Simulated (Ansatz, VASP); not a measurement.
# Cross-check of Si30Sb (Sb-vacancy pair (E centre) in Si) between VASP and Ansatz

Wanted: the spread between two codes on one cell, functional and k mesh. The cell is taken from a series of runs on this material, whose earlier steps may have relaxed, scaled, displaced or heated it; both programs get it as it stands.

Main program and level: Ansatz 0.2.0; plane waves, with VASP 6.6.1 beside it; single point at HSE06.

In doubt: the hybrid run may have settled on a false gap or state (step 3), so the values of those runs are not to be relied on; a hybrid run on one k-point (step 3), which bears on gaps, levels and energies.

## (1) Starting point

The cell holds 31 atoms: 30 Si and 1 Sb. Its edges and angles: a = 9.474 Å, b = 9.474 Å, c = 9.474 Å, α = 109.5°, β = 109.5°, γ = 109.5°. It derives from Si (Si (Fd-3m)). Nearest the centre at fractional (0.375, 0.500, 0.500): Sb31 at 0.73 Å, Si30 at 2.78 Å, Si25 at 2.80 Å, Si24 at 2.82 Å, Si8 at 3.00 Å, Si7 at 3.02 Å, Si2 at 3.13 Å, Si15 at 3.93 Å. The cell carries charge −1.

## (2) VASP: single point, HSE06

A single point gives forces, pressure and levels at one fixed geometry, so differences don't come from the geometry; what else differs is listed under the comparison.

Lines of VASP's logs that name or quote its potential files are left out, and so is its time.

The run reads the wave functions of an earlier VASP run, which isn't shown here.

Input file INCAR:

```
SYSTEM = Si30Sb
PREC = Accurate
ENCUT = 400
EDIFF = 1E-06
NELM = 100
ISMEAR = -1
SIGMA = 0.01
LREAL = Auto
ALGO = Normal
LHFCALC = .TRUE.
AEXX = 0.25
GGA = PE
HFSCREEN = 0.208
LASPH = .TRUE.
NELECT = 126
NBANDS = 84
PRECFOCK = Fast
LORBIT = 11
LWAVE = .FALSE.
LCHARG = .FALSE.
ISIF = 2
```

Input file POSCAR:

```
Si30Sb
1.0
   -5.4697832414      5.4697832414      5.4697832414
    5.4697832414     -5.4697832414      5.4697832414
    5.4697832414      5.4697832414     -5.4697832414
Si Sb
30 1
Direct
    0.9991191043      0.9986234674      0.4985131221
    0.9815186198      0.2350598142      0.2361742712
    0.9990297386      0.4974554552      0.9995099818
    0.0022488241      0.7517249499      0.7523394339
    0.2568924404      0.0113427183      0.2581216849
    0.2580340699      0.2581408009      0.0140439083
    0.2495383257      0.4952451738      0.7531933802
    0.2501736897      0.7520224636      0.4963824340
    0.4976793803      0.9970156263      0.9980503262
    0.5009084969      0.2463959570      0.7503962364
    0.5013866307      0.7495366716      0.2475856777
    0.7464724320      0.9831672369      0.7408074586
    0.7446895099      0.2518434060      0.5023193613
    0.7451841714      0.5017430622      0.2525059609
    0.7457068552      0.7394218924      0.9825839916
    0.9938131775      0.9914040155      0.2413177909
    0.9945424232      0.2410220534      0.9930738826
    0.0006409199      0.4996383252      0.7495668348
    0.0012710503      0.7486808417      0.5004060296
    0.2515007319      0.0025496348      0.0034944063
    0.2518032600      0.2471975419      0.7555855466
    0.2518291214      0.7538192160      0.2479307209
    0.5021328192      0.9961567940      0.7487969753
    0.5046401602      0.2733911213      0.5126039069
    0.5066719884      0.5130898845      0.2770085204
    0.5019243437      0.7476053872      0.9969476684
    0.7484696817      0.0005814643      0.4979016049
    0.7428372846      0.2491042433      0.2498601206
    0.7482732713      0.4969824094      0.0008500125
    0.7311261128      0.7145088223      0.7141239397
    0.2890619892      0.4847602627      0.4864460964
```

Input file KPOINTS:

```
Automatic mesh
0
Gamma
1 1 1
0 0 0
```

The projector-augmented-wave data sets are Si and Sb (PBE family, release 64).

The run is started by

```console
export OMP_NUM_THREADS=4
mpirun -np 1 vasp_gam
```

Numbers of over 12 decimals in the logs are rounded to 6 here.

The log of the run:

```text
[banner, memory and clock lines left out]
running    1 mpi-ranks, on    1 nodes
[...]
Offloading initialized ...    1 GPUs detected
[...]
LDA part: xc-table for (Slater+PW92), standard interpolation
 found WAVECAR, reading the header
 POSCAR, INCAR and KPOINTS ok, starting setup
[...]
reading WAVECAR
 the WAVECAR file was read successfully
 initial charge from wavefunction
 entering main loop
       N       E                     dE             d eps       ncg     rms          rms(c)
DAV:   1    -0.180527771657E+03   -0.18053E+03   -0.72728E+00   168   0.827E+00    0.200E+01
DAV:   2    -0.180683562219E+03   -0.15579E+00   -0.31334E-01   192   0.147E+00    0.141E+01
DAV:   3    -0.180681305808E+03    0.22564E-02   -0.52079E-02   200   0.552E-01    0.884E+00
DAV:   4    -0.180681206787E+03    0.99020E-04   -0.24174E-02   196   0.344E-01    0.530E+00
[...]
DAV:  15    -0.180681355815E+03   -0.16254E-05   -0.40655E-06   180   0.530E-03    0.171E-02
DAV:  16    -0.180681356857E+03   -0.10416E-05   -0.17946E-06   132   0.370E-03    0.107E-02
DAV:  17    -0.180681357502E+03   -0.64510E-06   -0.10041E-06   124   0.286E-03
   1 F= -.18068136E+03 E0= -.18068136E+03  d E =-.224393E-07
```

From OUTCAR (step 2):

```text
  Total       -4.3132255      1.1573949      2.6661770     -4.4564728     -0.6085728     -3.9864033
  in kB      -10.5570459      2.8328385      6.5257317    -10.9076577     -1.4895420     -9.7571162
  external PRESSURE =      -0.3994919 kB  Pullay stress =       0.0000000 kB

 POSITION                                       TOTAL-FORCE (eV/Angst)
 -----------------------------------------------------------------------------------
      2.72405      2.72947      8.20046         0.062578      0.060474     -0.292952
     -2.79115      5.37479      5.36260        -0.211816     -0.317133     -0.362245
      2.72360      8.21061      2.71835         0.048979     -0.247796      0.108739
      8.21461      0.01566      0.00894        -0.316506     -0.223588     -0.260376
      0.06877      2.75497      0.05532         0.058994     -0.258089     -0.148022
      0.07740      0.07623      2.74655         0.067216     -0.048546     -0.287692
      5.46377      2.77584     -0.04600        -0.131684      0.326406     -0.131151
      5.46011     -0.02990      2.76669        -0.149014     -0.073055      0.406432
      8.19038      2.72786      2.71654        -0.113647      0.064669      0.099643
      2.71238      5.49663     -0.01691         0.282976     -0.127847     -0.466631
      2.71157     -0.00309      5.48804         0.316399     -0.367575     -0.195778
      5.34673      2.75739      5.40870        -0.211021     -0.354892     -0.280877
      0.05182      5.44334      2.70324        -0.065796     -0.065519      0.172430
      0.04958      2.71272      5.43927        -0.029099      0.122959     -0.130413
[...]
-----------------------------------------------------------------------------------
    total drift:                                0.003626      0.002545      0.004210

  FREE ENERGIE OF THE ION-ELECTRON SYSTEM (eV)
  ---------------------------------------------------
  free  energy   TOTEN  =      -180.6813575021 eV

  energy  without entropy=     -180.6813574797  energy(sigma->0) =     -180.68135749

[... 3 further parts left out ...]
[key lines of the parts left out:]
E-fermi :   6.1988
```

The run ends at a pressure of -0.04 GPa, with forces up to 0.56 eV/Å.

[end of part 1 of 2]

[Lines on the potential files, build, host, timing and source positions are cut from VASP's logs without a mark.]

[Logs are printed without paths, hosts, clocks, repeated set-up lines and the standing remarks that a program may print on its own settings, such as how far it seeks lower states.]

[Hosts, paths, dates, database ids (printed as entryN), source tags and the programs' standing remarks are cut or masked in the printed files.]
